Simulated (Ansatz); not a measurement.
ZnO built on the wurtzite prototype was put through Ansatz (plane waves). The geometry is the r2SCAN minimum.

The cell given to it:
```cif
data_structure
_symmetry_space_group_name_H-M 'P 1'
_symmetry_Int_Tables_number 1
_cell_length_a 3.2353
_cell_length_b 3.2353
_cell_length_c 5.2110
_cell_angle_alpha 90.000
_cell_angle_beta 90.000
_cell_angle_gamma 120.000
_cell_volume 47.24
loop_
_atom_site_label
_atom_site_type_symbol
_atom_site_fract_x
_atom_site_fract_y
_atom_site_fract_z
_atom_site_occupancy
Zn1 Zn 0.33333 0.66667 0.99765 1
Zn2 Zn 0.66667 0.33333 0.49765 1
O1 O 0.33333 0.66667 0.37735 1
O2 O 0.66667 0.33333 0.87735 1
```

Main lines of the log:
```
Crystal: 4 atoms, lattice volume = 47.238 Å³
Basis set: ecut = 500 eV, 1165 PW (Γ)
Bands: 22, of which v1, the nominal top of the filled ones, is band 18 counted from 1 (17 counted from 0)
Symmetry: 12 space group operations
k-points: 95 of 324 (irreducible under 2 space group operations, time reversal used)
SCF 1 converged in 11 iterations: F = -7789.852702 eV  dr2 = 1.72e-12
SCF 1 converged in 4 iterations: F = -7789.848658 eV  dr2 = 1.92e-8
Free energy (F): -7789.852702 eV
Fermi energy:    6.969322 eV
--- Per-component energies (eV) ---
  E_band       = 49.664900
  E_kinetic    = 612.817442
  E_local      = -4005.939677
  E_nonlocal   = 1342.604250
  E_hartree    = 1653.192352
  E_xc         = -392.761942
  E_vxc        = -315.764088
  E_paw        = -4029.073588
  E_vpaw       = -909.586552
  E_vtau       = 19.146956
  E_ewald      = -2970.264282
  E_core_change = -0.429119
--- Dielectric response (ions clamped): 3 representative field directions + reference, inside a basis on a mesh of 1568 k-points ---
  ε∞ (high-frequency dielectric tensor):
        4.350360     0.000000     0.000000
        0.000000     4.350360     0.000000
        0.000000     0.000000     4.412135
  Born effective charges Z* (e; rows j = field, columns β = displacement):
    site 0:
         2.08997    0.00000    0.00000
         0.00000    2.08997    0.00000
         0.00000    0.00000    2.13947
    site 1:
         2.08997    0.00000    0.00000
         0.00000    2.08997    0.00000
         0.00000    0.00000    2.13947
    site 2:
        -2.08997    0.00000    0.00000
         0.00000   -2.08997    0.00000
         0.00000    0.00000   -2.13947
    site 3:
        -2.08997    0.00000    0.00000
         0.00000   -2.08997    0.00000
         0.00000    0.00000   -2.13947
  ε∞ is read to err by 1.3e-2, Z* by 1.3e-2 e
```

Q: Which of these blocks stood in the input: relax, gw, phonons, dielectric, magnetization (spin_orbit)?

A: dielectric. A response with clamped ions alone is the dielectric block.

Q: Which k mesh was typed?

A: 9×9×4, Γ-centred. Other answers can fit too; this one was computed.

Q: How were the bands filled?

A: Fixed occupations.

Q: Which functional?

A: r2SCAN. The term E_vtau belongs to a meta-GGA, which reads the kinetic-energy density. Close relatives of this functional can't be ruled out from these lines alone.

Command: `ansatz run input.yaml --threads 2 --pin off --max-ram 2211MiB --backend cpu --events-out ev --progress --plain --runs-dir out`. Wall time 6.5 min on 2 threads of Arm Neoverse N1, with other jobs on the host, load about 1.0 per core; peak host memory 1.5 GiB.

(Simulation; spin polarisation is off.)
